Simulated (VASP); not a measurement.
# Al8N7 (a cell with a defect): single point with PBE

Al8N7 (a cell with a defect):

```xyz
15
Lattice="0.0000 4.0705 -4.0705 4.0705 4.0705 0.0000 4.0705 0.0000 -4.0705" Properties=species:S:1:pos:R:3 pbc="T T T"
Al    4.0705    4.0705   -2.0353
Al    2.0353    2.0353   -2.0353
Al    4.0705    6.1058   -4.0705
Al    2.0353    4.0705   -4.0705
Al    6.1058    4.0705   -4.0705
Al    4.0705    2.0353   -4.0705
Al    6.1058    6.1058   -6.1058
Al    4.0705    4.0705   -6.1058
N    -0.7632    1.2720   -2.1603
N     2.0353    6.1058   -4.0705
N     0.0000    4.0705   -4.0705
N     4.0705    4.0705   -4.0705
N     2.0353    2.0353   -4.0705
N     4.0705    6.1058   -6.1058
N     2.0353    4.0705   -6.1058
```

The cell isn't the ideal one: N vacancy; atom 9 moved 0.375 of the way to it and -0.125 Å across, host rigid.

```yaml
Program: VASP 6.6.1
Task: single point
Functional: PBE
Potentials_or_basis: VASP PAW PBE potentials, release 64 (Al, N)
Cutoff: 520 eV
k_mesh: 4 × 4 × 4
Occupations: gaussian, width 0.05 eV
Spin: no spin polarisation
```

```json
{"Largest force": "16.886 eV/Å", "Band gap on the k mesh": "none (metal or under the smearing width)"}
```

Forces in eV/Å, atoms in the order of the input:
```
Al    9.962 -13.582   1.199
Al    2.242  -3.118   0.018
Al   -0.518  -0.518  -1.365
Al    0.166   0.166  -2.843
Al   -0.037  -0.037   2.909
Al   -0.328  -0.328   1.528
Al  -13.582   9.962   1.199
Al   -3.118   2.242   0.018
N     5.773   5.773  -1.124
N    -1.165   0.727  -2.286
N     0.496  -0.738   1.521
N     0.727  -1.165  -2.286
N    -0.738   0.496   1.521
N     0.028   0.028  -0.003
N     0.093   0.093  -0.008
```

Levels at points of the mesh, in eV from the Fermi level:
```csv
k point,band 26,band 27,band 28,band 29,band 30,band 31
"(0.00, 0.00, 0.00)",-0.59,-0.21,0.14,0.19,3.08,5.21
"(0.50, 0.00, 0.00)",-0.63,-0.14,-0.05,0.01,2.33,3.98
"(0.00, 0.50, 0.00)",-0.76,-0.63,-0.57,0.60,2.09,4.03
"(0.50, 0.50, 0.50)",-0.76,-0.62,-0.60,0.56,2.07,4.29
"(0.50, 0.50, 0.00)",-0.78,-0.78,-0.22,0.83,2.34,3.38
"(0.50, 0.00, 0.50)",-0.85,-0.62,-0.61,0.09,1.92,4.15
```

Wall time 4.8 min on 1 thread of Intel(R) Xeon(R) Platinum 8559C (Emerald Rapids), on a shared host, peak memory 0.34 GiB.

Caveat: the cell carries a net charge on a neutralising background, which shifts energy and pressure; the cell is charged against a uniform background, so pressure and absolute levels hang on convention.
